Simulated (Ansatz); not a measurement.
Ti$_{3}$SiC$_{2}$:
```
Ti3SiC2
1.0
    3.07218     0.00000     0.00000
   -1.53609     2.66059     0.00000
    0.00000     0.00000    17.72745
Si C Ti
2 4 6
Direct
  0.00000   0.00000   0.25000
  0.00000   0.00000   0.75000
  0.33333   0.66667   0.57231
  0.66667   0.33333   0.07231
  0.33333   0.66667   0.92769
  0.66667   0.33333   0.42769
  0.33333   0.66667   0.13488
  0.66667   0.33333   0.63488
  0.33333   0.66667   0.36512
  0.66667   0.33333   0.86512
  0.00000   0.00000   0.00000
  0.00000   0.00000   0.50000
```

Relaxed with PBE. Special points in fractions of this cell's reciprocal vectors: Γ (0.000, 0.000, 0.000); M (0.500, 0.000, 0.000); K (0.333, 0.333, 0.000); A (0.000, 0.000, 0.500); L (0.500, 0.000, 0.500); H (0.333, 0.333, 0.500).

List the band energies nearest the Fermi level at these points for DFT-PBE in the program Ansatz with PAW potentials.

In eV from the Fermi level; about four levels below and three above (degenerate sets whole), none deeper than 8.9 eV; points with the same levels are listed once.

```
k                          below                          above
-  -----------------------------  -----------------------------
Γ  -1.63 -1.63 -1.60 -1.60 -1.23                 0.31 0.53 0.53
M        -1.82 -1.75 -1.70 -1.59                 1.29 1.37 1.42
K        -2.32 -2.32 -2.12 -2.08                 0.00 0.00 1.24
A        -1.62 -1.62 -1.62 -1.62  0.46 0.46 0.55 0.55 0.55 0.55
L        -1.79 -1.79 -1.65 -1.65            1.39 1.39 1.49 1.49
H        -2.35 -2.35 -2.10 -2.10            0.00 0.00 1.33 1.33
```

Space group P6_3/mmc. The PBE relaxation kept the symmetry of its start. No spin polarisation was allowed.

Potentials: the later of the program's two PAW sets.
